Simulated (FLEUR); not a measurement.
MnO under changes of volume

One of the cells (10.999 Å³/atom); the others are scaled copies at fixed shape and fractional positions:

```xyz
2
Lattice="0.0000 2.2239 2.2239 2.2239 0.0000 2.2239 2.2239 2.2239 0.0000" Properties=species:S:1:pos:R:3 pbc="T T T"
Mn    0.0000    0.0000    0.0000
O     2.2239    2.2239    2.2239
```

The cell is a database's computed one.

| Item | Value |
| --- | --- |
| Program | FLEUR MaX-R8.1 (later development tree) |
| Functional | RPBE |
| Potentials or basis | all-electron |
| Basis | FLAPW |
| Kmax | 4.58 1/bohr |
| k mesh | 10 × 10 × 10 |
| Occupations | fermi-dirac, width 0.05 eV |
| Spin | collinear spin, ferromagnetic start |
| Starting moments | [4.0, 0.0] μB |

```tsv
volume (Å³/atom)	energy over the lowest point (meV/atom)	moment (μB per cell)
10.339	?	?
10.559	33.67	4.82
10.999	11.28	4.92
11.439	0.95	4.97
11.659	0.00	4.98
```

Question: What does the run at 10.339 Å³/atom give?

Answer: Energy over the lowest point 52.54 meV/atom; moment 4.80 μB per cell.

Worked out: A Birch-Murnaghan fit of order 2 (a polynomial in V^(-2/3)) to the other rows has its minimum at 11.65 Å³/atom with B0 = V·E''(V) = 89 GPa. It gives 50.36 meV/atom at 10.339 Å³/atom, against the run's 52.54. A parabola through the other rows of the moment, of slope 0.332 μB per Å³/atom there, extrapolates to 4.75 μB, against the run's 4.80.

Energies are extrapolated to zero smearing.

Caveats: a cell with one magnetic atom can't hold antiferromagnetic order, which such compounds often take.
